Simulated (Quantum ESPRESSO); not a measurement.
# Cl in Quantum ESPRESSO: the effect of target pressure

The system is Cl.

```xyz
4
Lattice="3.1450 -2.2500 0.0000 3.1450 2.2500 0.0000 0.0000 0.0000 8.2100" Properties=species:S:1:pos:R:3 pbc="T T T"
Cl    3.1450    0.5850    3.2840
Cl    3.1450    1.6650    7.3890
Cl    3.1450   -0.5850    4.9260
Cl    3.1450   -1.6650    0.8210
```

Alike in all runs:

```yaml
Program: Quantum ESPRESSO 7.5
Task: phonons
Functional: PBEsol
Potentials_or_basis: PseudoDojo 0.4.1 SR PBEsol standard
Cutoff: 789 eV
Density_cutoff: 3157 eV
k_mesh: 2 × 2 × 2, shifted
Occupations: fermi-dirac, width 0.05 eV
Spin: no spin polarisation
```

Each run relaxes the cell or the atoms first.

```csv
target pressure,relaxed volume (Å³/atom),highest phonon frequency (cm⁻¹)
5 GPa,17.73,504
10 GPa,16.05,476
20 GPa,14.49,479
40 GPa,?,?
```

Problem. What does the run with target pressure 40 GPa give?

Solution. Relaxed volume 12.78 Å³/atom; highest phonon frequency 500 cm⁻¹.

Worked out: A straight line through the other rows of the relaxed volume, of slope -0.207 Å³/atom per GPa, extrapolates to 10.21 Å³/atom, against the run's 12.78. The highest phonon frequency follows no smooth curve through the other rows.

Caveats: all runs use coarse meshes; the volume moved by over 15 % at a fixed basis, so the end points are rough; the cell is more than 3 GPa from zero pressure, which shifts response properties.
